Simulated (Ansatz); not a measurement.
A plane-wave DFT run in Ansatz 0.2.0 (scalar-relativistic PAW potentials unless the input names others): input and command.

```yaml
crystal:
  lattice:
    - [0.0, -1.9850550544, -1.9850550544]
    - [-1.9850550544, 0.0, -1.9850550544]
    - [1.9850550544, 1.9850550544, -3.9701101089]
  atoms:
    - { symbol: Pt, position: [0.5092547423, 0.5092547423, 0.5] }
    - { symbol: Pt, position: [-0.0092547423, -0.0092547423, 0.0] }
basis:
  ecutwfc: 420
kpoints:
  mp_grid: { grid: [24, 24, 24], kspacing: 0.3 }
hamiltonian:
  xc: pbe
scf:
  occupations: { method: gaussian, width: 0.15 }
  max_iter: 80
output:
  forces: true
  eigenvalues: true
  stress: true
```

```bash
ansatz run input.yaml --threads 2 --pin off --max-ram 5120MiB --backend cpu --events-out ev --progress --plain --runs-dir out
```

Task: Will this input run?

Result: The program refuses it, because of a mesh typed together with a spacing (kpoints.mp_grid.kspacing: not typed → 0.3). Without that key it is accepted.

Abridged log:
```
Error: invalid value for `kpoints.mp_grid.kspacing`: mutually exclusive with `grid` — set one or the other
```